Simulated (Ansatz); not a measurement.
# KI (Fm-3m), a vibration from a frozen displacement

Computed with Ansatz, DFT r2SCAN, scalar-relativistic, plane waves, PAW. Settings: plane waves to 500 eV, k-mesh 6×6×6 (Γ-centred), Gaussian smearing 0.05 eV. Spin–orbit coupling is left out, which matters for the heavy elements here. No spin polarisation. Energies are free energies at this smearing, counted from the undisturbed cell; pressure is positive in compression.

The starting cell (as given, not relaxed at this level; it stands at 0.2 GPa):

```xyz
2
Lattice="0.0000 3.5246 3.5246 3.5246 0.0000 3.5246 3.5246 3.5246 0.0000" Properties=species:S:1:pos:R:3 pbc="T T T"
K     0.0000    0.0000    0.0000
I     3.5246    3.5246    3.5246
```

Every K atom is moved by x along the Cartesian unit vector (0.707, -0.707, 0.000); the cell and all other atoms stay fixed. The cell's volume is 87.57 Å³; the moved atoms weigh 39.098 u together and the others 126.904 u. Some rows repeat others by symmetry and weren't run.

```
  x (Å)  ΔE (meV/cell) total force on the moved atoms along the move (eV/Å) pressure (GPa)
-0.3000          56.22                                                0.3844          0.6300
-0.2625          42.79                                                0.3325          0.5379
-0.2250          31.27                                                0.2820          0.4582
-0.1875          21.62                                                0.2329          0.3909
-0.1500          13.78                                                0.1850          0.3360
-0.1125           7.73                                                0.1380          0.2933
-0.0750           3.43                                                0.0916          0.2629
-0.0375           0.86                                                0.0457          0.2446
 0.0000           0.00                                                0.0000          0.2386
 0.0375           0.86                                               -0.0457          0.2446
 0.0750           3.43                                               -0.0916          0.2629
 0.1125           7.73                                               -0.1380          0.2933
 0.1500          13.78                                               -0.1850          0.3360
 0.1875          21.62                                               -0.2329          0.3909
 0.2250          31.27                                               -0.2820          0.4582
 0.2625          42.79                                               -0.3325          0.5379
 0.3000          56.22                                               -0.3844          0.6300
```

**Question.** What frequency belongs to this motion?

**Answer.** The force constant is k = −dF/dx = 1.218 eV/Å², from the parabola through x = -0.0375, 0 and 0.0375. In every cell the moved atoms swing against the rest, so the mass is μ = m₁m₂/(m₁ + m₂) = 29.890 u, and ν̃ = 521.5 cm⁻¹ × √(|k|/μ) = 105 cm⁻¹. To first order in x, and within 1 %, the force on every atom lies along the move and, within each of the two groups, in proportion to the atom's mass, so this is itself a mode at the zone centre of this cell, taken without macroscopic field (the transverse frequency in a polar insulator).

**Question.** How far does the harmonic law reach?

**Answer.** At x = -0.300 Å, kx²/2 = 54.81 meV against the computed 56.22 meV (+2.6 %): the well is still close to harmonic there.

**Question.** The pressure changes with x². What does that say about the frequency under compression?

**Answer.** With E = k(V)x²/2, k ∝ V^(−2γ) and x scaling with the cell as V^(1/3), P − P0 = −∂E/∂V = (2γ − 2/3) ΔE/V. At x = 0.0750 Å, V(P − P0) = 87.57 × 0.02428 / 160.2 eV = 13.27 meV and ΔE = 3.43 meV, so γ = 1/3 + V(P − P0)/(2ΔE) = 2.27. This is the Grüneisen parameter of the motion under uniform scaling of the cell: shrinking the cell evenly by 1 % in volume raises the frequency by about 2.27 %.